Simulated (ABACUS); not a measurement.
**FeO (Wuestite) under changes of volume**

One of the cells (10.067 Å³/atom); the others are scaled copies at fixed shape and fractional positions:

```
Fe O
1.0
     1.51882    0.87689    2.51958
    -1.51882    0.87689    2.51958
     0.00000   -1.75378    2.51958
Fe O
1 1
Direct
  0.00000 0.00000 0.00000
  0.50000 0.50000 0.50000
```

* Program: ABACUS 3.10.1
* Functional: PBE
* Potentials or basis: PseudoDojo NC SR 0.4.1 PBE standard
* Cutoff: 1361 eV
* Density cutoff: 5442 eV
* Basis: DZP LCAO (the cutoffs set its grid)
* k mesh: 11 × 11 × 11
* Occupations: fermi-dirac, width 0.05 eV
* Spin: collinear spin, ferromagnetic start
* Starting moments: [3.0, 0.0] μB

| volume (Å³/atom) | energy over the lowest point (meV/atom) | pressure (GPa) |
| --- | --- | --- |
| 9.463 | ? | ? |
| 9.664 | 6.24 | 6.7 |
| 9.866 | 0.54 | 2.5 |
| 10.067 | 0.00 | -1.3 |
| 10.268 | 3.81 | -4.7 |
| 10.470 | 11.81 | -7.7 |
| 10.671 | 23.29 | -10.5 |

Q: What does the run at 9.463 Å³/atom give?

A: Energy over the lowest point 17.51 meV/atom; pressure 11.5 GPa.

Worked out: A Birch-Murnaghan fit of order 3 (a polynomial in V^(-2/3)) to the other rows has its minimum at 9.99 Å³/atom with B0 = V·E''(V) = 185 GPa and B' = 4.6 at fixed shape and positions, which overstates the stiffness. It gives 17.53 meV/atom at 9.463 Å³/atom, against the run's 17.51, and -dE/dV = 11.4 GPa, against 11.5.

Energies are extrapolated to zero smearing.

Caveats: the atomic orbitals were generated for these runs and aren't a published set; the basis of atomic orbitals isn't converged, which shifts pressures, moduli and gaps; a cell with one magnetic atom can't hold antiferromagnetic order, which such compounds often take.
